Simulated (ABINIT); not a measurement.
# HfO2 (Fm-3m) in ABINIT: a series of runs

Aim: see how the results for HfO2 move with the level of theory and the settings. Levels: PBE, HSE06. Tasks: single point.

Program: ABINIT 10.8.3 (patched build). These are calculated values, not measurements. Logs are shortened: lines on timing, memory, paths and dates and some standing lists are left out, and cuts for length are marked. The log counts tension as positive stress, the text compression.

## Step 1: Starting point

The structure is cubic, space group Fm-3m (No. 225). The conventional cell has a = 5.115 Å, b = 5.115 Å, c = 5.115 Å, α = 90.00°, β = 90.00°, γ = 90.00°. Hf (site symmetry m-3m) is surrounded by 8 O at 2.21 Å. O (site symmetry -43m) has 4 Hf at 2.21 Å as nearest neighbours.

Measurements of this composition are mostly on another form, of space group No. 14.

## Step 2: Single point, PBE

run.abi reads:

```
# Pseudopotentials
pp_dirpath "./"
pseudos "Hf.upf, O.upf"

# Structure
acell 3*1.0
rprim
     0.0000000000     4.8329745637     4.8329745637
     4.8329745637     0.0000000000     4.8329745637
     4.8329745637     4.8329745637     0.0000000000
ntypat 2
znucl 72 8
natom 3
typat 1 2 2
xcart
     0.0000000000     0.0000000000     0.0000000000
     7.2494618456     7.2494618456     7.2494618456
     2.4164872819     2.4164872819     2.4164872819

# Plane-wave basis
ecut 952.398519 eV

# k points
kptopt 1
ngkpt 6 6 6
nshiftk 1
shiftk 0.0 0.0 0.0

# Exchange and correlation
ixc 11

# Bands and occupations
nband 14
occopt 1

# SCF cycle
nstep 100
tolvrs 1.0e-10
diemac 6.0

# Output
iomode 3
prtwf 0
prtden 0
prteig 0
prtebands 0
enunit 1
```

Potentials or basis: PseudoDojo NC SR PBE v0.4.1 standard.

Command:

```bash
mpirun --bind-to none -np 8 abinit run.abi > log 2>&1
```

run.abo:

```text
.Version 10.8.3 of ABINIT
 Symmetries : space group Fm -3 m (#225); Bravais cF (face-center cubic)
================================================================================
 Values of the parameters that define the memory need of the present run
     intxc =       0    ionmov =       0      iscf =       7    lmnmax =       8
     lnmax =       8     mgfft =      40  mpssoang =       4    mqgrid =    3001
     natom =       3  nloc_mem =       1    nspden =       1   nspinor =       1
    nsppol =       1      nsym =      48    n1xccc =    2501    ntypat =       2
    occopt =       1   xclevel =       2
       mpw =        2244          nfft =       64000          nkpt =          16
================================================================================
================================================================================

--------------------------------------------------------------------------------
------------- Echo of variables that govern the present computation ------------
--------------------------------------------------------------------------------
 -outvars: echo values of preprocessed input variables --------
            acell      1.0000000000E+00  1.0000000000E+00  1.0000000000E+00 Bohr
              amu      1.78490000E+02  1.59994000E+01
           diemac      6.00000000E+00
             ecut      3.50000000E+01 Hartree
           enunit           1
              ixc          11
         kptrlatt        6    0    0      0    6    0      0    0    6
          kptrlen      4.10091490E+01
            natom           3
            nband          14
            ngfft          40      40      40
             nkpt          16
            nstep         100
             nsym          48
           ntypat           2
           prtden           0
        prtebands           0
           prteig           0
            prtwf           0
            rprim      0.0000000000E+00  4.8329745637E+00  4.8329745637E+00
                       4.8329745637E+00  0.0000000000E+00  4.8329745637E+00
                       4.8329745637E+00  4.8329745637E+00  0.0000000000E+00
          spgroup         225
           tolvrs      1.00000000E-10
            typat      1  2  2
           xangst      0.0000000000E+00  0.0000000000E+00  0.0000000000E+00
                       3.8362499974E+00  3.8362499974E+00  3.8362499974E+00
                       1.2787499991E+00  1.2787499991E+00  1.2787499991E+00
            xcart      0.0000000000E+00  0.0000000000E+00  0.0000000000E+00
                       7.2494618455E+00  7.2494618455E+00  7.2494618455E+00
                       2.4164872818E+00  2.4164872818E+00  2.4164872818E+00
             xred      0.0000000000E+00  0.0000000000E+00  0.0000000000E+00
                       7.5000000000E-01  7.5000000000E-01  7.5000000000E-01
                       2.5000000000E-01  2.5000000000E-01  2.5000000000E-01
            znucl       72.00000    8.00000

================================================================================

 chkinp: Checking input parameters for consistency.

[... 106 lines left out ...]
 Mean square residual over all n,k,spin=   15.689E-12; max=  22.426E-10
 reduced coordinates (array xred) for    3 atoms
       0.000000000000      0.000000000000      0.000000000000
       0.750000000000      0.750000000000      0.750000000000
       0.250000000000      0.250000000000      0.250000000000
 rms dE/dt=  3.2112E-27; max dE/dt=  6.4623E-27; dE/dt below (all hartree)
    1       0.000000000000      0.000000000000      0.000000000000
    2       0.000000000000      0.000000000000      0.000000000000
    3       0.000000000000     -0.000000000000      0.000000000000

 cartesian coordinates (angstrom) at end:
    1      0.00000000000000     0.00000000000000     0.00000000000000
    2      3.83624999737331     3.83624999737331     3.83624999737331
    3      1.27874999912444     1.27874999912444     1.27874999912444

 cartesian forces (hartree/bohr) at end:
    1     -0.00000000000000     0.00000000000000     0.00000000000000
    2     -0.00000000000000     0.00000000000000    -0.00000000000000
    3      0.00000000000000    -0.00000000000000     0.00000000000000
 frms,max,avg= 5.5590090E-28 7.4285382E-28   0.000E+00  0.000E+00  0.000E+00 h/b

 cartesian forces (eV/Angstrom) at end:
    1     -0.00000000000000     0.00000000000000     0.00000000000000
    2     -0.00000000000000     0.00000000000000    -0.00000000000000
    3      0.00000000000000    -0.00000000000000     0.00000000000000
 frms,max,avg= 2.8585574E-26 3.8199079E-26   0.000E+00  0.000E+00  0.000E+00 e/A
 length scales=  1.000000000000  1.000000000000  1.000000000000 bohr
              =  0.529177210544  0.529177210544  0.529177210544 angstroms
 Fermi (or HOMO) energy (eV) =   7.79849   Average Vxc (eV)= -12.00841
 Eigenvalues (   eV  ) for nkpt=  16  k points:
 kpt#   1, nband= 14, wtk=  0.00463, kpt=  0.0000  0.0000  0.0000 (reduced coord)
 -53.47030  -21.92925  -21.92925  -21.92925  -10.70560   -7.77915    2.62407    2.62407
   2.62407    7.20249    7.20249    7.20249   11.67281   11.67281
 prteigrs : prtvol=0 or 1, do not print more k-points.

--- !EnergyTerms
iteration_state     : {dtset: 1, }
comment             : Components of total free energy in Hartree
kinetic             :  3.66002515933224E+01
hartree             :  1.40556827030418E+01
xc                  : -2.26940493770912E+01
Ewald energy        : -6.72333631159552E+01
psp_core            :  3.64986952415374E+00
local_psp           : -5.16430748917898E+01
non_local_psp       : -2.43917104020811E+00
total_energy        : -8.97038546045264E+01
total_energy_eV     : -2.44096623539709E+03
band_energy         : -7.94601205035974E+00
...

 Cartesian components of stress tensor (hartree/bohr^3)
  sigma(1 1)=  2.15017665E-04  sigma(3 2)=  0.00000000E+00
  sigma(2 2)=  2.15017665E-04  sigma(3 1)=  0.00000000E+00
  sigma(3 3)=  2.15017665E-04  sigma(2 1)=  0.00000000E+00

-Cartesian components of stress tensor (GPa)         [Pressure= -6.3260E+00 GPa]
- sigma(1 1)=  6.32603811E+00  sigma(3 2)=  0.00000000E+00
- sigma(2 2)=  6.32603811E+00  sigma(3 1)=  0.00000000E+00
- sigma(3 3)=  6.32603811E+00  sigma(2 1)=  0.00000000E+00

== END DATASET(S) ==============================================================
================================================================================

 -outvars: echo values of variables after computation  --------
            acell      1.0000000000E+00  1.0000000000E+00  1.0000000000E+00 Bohr
           etotal     -8.9703854605E+01
            fcart     -1.4857076459E-28  1.4857076459E-28  1.4857076459E-28
                      -5.9428305836E-28  5.9428305836E-28 -7.4285382295E-28
                       7.4285382295E-28 -7.4285382295E-28  5.9428305836E-28
            rprim      0.0000000000E+00  4.8329745637E+00  4.8329745637E+00
                       4.8329745637E+00  0.0000000000E+00  4.8329745637E+00
                       4.8329745637E+00  4.8329745637E+00  0.0000000000E+00
           strten      2.1501766492E-04  2.1501766492E-04  2.1501766492E-04
                       0.0000000000E+00  0.0000000000E+00  0.0000000000E+00
           xangst      0.0000000000E+00  0.0000000000E+00  0.0000000000E+00
                       3.8362499974E+00  3.8362499974E+00  3.8362499974E+00
                       1.2787499991E+00  1.2787499991E+00  1.2787499991E+00
             xred      0.0000000000E+00  0.0000000000E+00  0.0000000000E+00
                       7.5000000000E-01  7.5000000000E-01  7.5000000000E-01
                       2.5000000000E-01  2.5000000000E-01  2.5000000000E-01
 Calculation completed.
```

It took 3.1 s on 8 MPI ranks of AMD EPYC 9R45 (Zen 5), shared host; peak memory 0.56 GiB.

Results:

```
Free energy                                           : -2440.9662 eV
Band gap on the k mesh                                : 3.77 eV, direct
Valence electrons inside the program's atomic spheres : Hf 8.27; O 6.34
```

Caveat: the cutoff is too short for stress, so the log's stress isn't used; spin-orbit coupling is left out, which moves the levels of the heavy elements.

## Step 3: Single point, HSE06

run.abi, as its differences from that of step 2:

```diff
@@ -29,3 +29,3 @@
 # Exchange and correlation
-ixc 11
+ixc -428
 
@@ -36,5 +36,5 @@
 # SCF cycle
-nstep 100
-tolvrs 1.0e-10
+nstep 60
 diemac 6.0
+toldfe 1.0e-7
```

Potentials or basis: PseudoDojo NC SR PBE v0.4.1 standard.

Command:

```bash
mpirun --bind-to none -np 8 abinit run.abi > log 2>&1
```

Run time: 44 min. Hardware: 8 MPI ranks of AMD EPYC 9R45 (Zen 5), shared host; peak memory 1.5 GiB.

The run converged. Its results:

- Free energy: -2440.7212 eV
- Band gap on the k mesh: 5.27 eV, direct
- Valence electrons inside the program's atomic spheres: Hf 8.21; O 6.38

Levels at points of the mesh, in eV from the valence-band top:
```tsv
k point	band 10	band 11	band 12	band 13	band 14
(0.00, 0.00, 0.00)	-0.66	-0.66	-0.66	5.48	5.48
(0.50, 0.00, 0.00)	-2.89	-1.98	-1.98	6.22	6.22
(0.50, 0.50, 0.00)	-1.59	-1.59	0.00	5.27	7.19
```

Caveat: the cutoff is too short for stress, so the log's stress isn't used; Libxc's HSE differs a little from that of other programs; the potentials were made for another functional, which shifts forces and pressure; spin-orbit coupling is left out, which moves the levels of the heavy elements.
